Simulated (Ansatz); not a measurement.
**LiF: rattling a relaxed structure**

The structure comes from a generated guess, relaxed at this level; another structure or a mixture of phases may lie lower.

Level of theory: DFT PBE, scalar-relativistic, plane waves, PAW (Ansatz). Plane waves to 420 eV, a k mesh through Γ of 10×10×10 on the computed 4-atom cell and Gaussian smearing (0.02 eV); no spin polarisation.

The cell below (4 atoms, space group Fdd2 (No. 43)) is relaxed within its symmetry.

```
Li F
1.0
     0.00000    2.74743    4.86278
     1.41783    0.00000    4.86278
     1.41783    2.74743    0.00000
Li F
2 2
Direct
  0.18366 0.18366 0.81634
  0.43366 0.43366 0.06634
  0.81634 0.81634 0.18366
  0.06634 0.06634 0.43366
```

For the test a repeat of it with 8 atoms (edges 3.09, 5.06, 5.07 Å) was strained at random (σ = 1.5 % a component), the atoms were moved at random (σ = 0.05 Å), and all was relaxed again on a coarse 4×4×4 mesh (in the run’s order of axes) with 0.10 eV smearing, with no symmetry imposed.

Question: What happens?

Answer: It doesn't return. The energy falls by 49 meV/atom on that mesh, the volume changes by -11.2 %, and the end has space group Fm-3m (No. 225) at a loose tolerance. Relaxed again on a 10×10×10 mesh with 0.02 eV smearing, the new structure lies 49 meV/atom below the first (mesh in the axes of the run's cell; the cell below is made exact in the group named). Space group Fm-3m (No. 225), cubic, a = 4.068 Å. Li has 6 F at 2.03 Å; F is surrounded by 6 Li at 2.03 Å.

```
CELL_PARAMETERS angstrom
0.00000 2.03400 2.03400
2.03400 0.00000 2.03400
2.03400 2.03400 0.00000
ATOMIC_POSITIONS crystal
Li 0.50000 0.50000 0.50000
F 0.00000 0.00000 0.00000
```
